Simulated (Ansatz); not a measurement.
C (P6_3/mmc), random displacements

Theory: DFT r2SCAN, scalar-relativistic, plane waves, PAW in Ansatz 0.2.0. The runs took a 500 eV cutoff, a Γ-centred 12×12×6 mesh and Gaussian smearing (0.05 eV). No spin polarisation. Energies are free energies at this smearing, counted from the undisturbed cell; pressure is positive in compression.

Zero of the scan (relaxed at this level):

```
C
1.0
     2.50319    0.00000    0.00000
    -1.25160    2.16783    0.00000
     0.00000    0.00000    4.16888
C
4
Direct
  0.33333 0.66667 0.06273
  0.66667 0.33333 0.56273
  0.33333 0.66667 0.43727
  0.66667 0.33333 0.93727
```

The atoms are displaced (Å, in the unstrained cell):

```tsv
atom	ux	uy	uz
C1	-0.197	-0.161	0.041
C2	0.168	0.299	-0.231
C3	0.092	-0.161	0.260
C4	-0.063	0.023	-0.069
```

Strain (Voigt, engineering shear): (0.0052, 0.0064, 0.0128, 0.0095, 0.0103, 0.0064).

Task: What are the energy change, the stress and the forces?

Result: ΔE = 1951.4 meV/atom; stress (xx, yy, zz, yz, xz, xy; compression positive) (76.65, 62.35, 29.61, 12.16, 5.01, 18.79) GPa.
```csv
atom,Fx (eV/Å),Fy,Fz
C1,4.66,3.68,-4.13
C2,-8.78,-6.63,8.27
C3,7.61,5.88,-9.20
C4,-3.49,-2.92,5.06
```

Cost: 1 run of about 0.49 core-minutes, on Arm Neoverse V1 (shared hosts).